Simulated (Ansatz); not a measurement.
Pb:

```xyz
2
Lattice="3.4800 0.0000 0.0000 -1.7400 3.0138 0.0000 0.0000 0.0000 5.5900" Properties=species:S:1:pos:R:3 pbc="T T T"
Pb    1.7400    1.0046    4.1925
Pb    0.0000    2.0092    1.3975
```

This isn't the form of Pb at room conditions, which is fcc.

Base run:

* Program: Ansatz 0.2.0
* Functional: PBE
* Potentials or basis: Ansatz PAW
* Cutoff: 420 eV (not typed: the program's choice for these potentials)
* k mesh: 9 × 9 × 5
* Occupations: fermi-dirac, width 0.05 eV
* Spin: no spin polarisation

Its results: band gap on the k mesh none (metal or under the smearing width); pressure 4.1 GPa.

Question: The run is repeated on the same cell with these changes: functional from PBE to RPBE. What comes out?

Answer: Band gap on the k mesh none (metal or under the smearing width); pressure 5.8 GPa.

RPBE binds less tightly than PBE, so the same cell stands under more pressure.

Caveats: spin-orbit coupling is left out, which moves the levels of the heavy elements; the PAW data sets come from PBE, with cores solved anew for the run's functional, which leaves a small shift of forces and pressure (some runs).
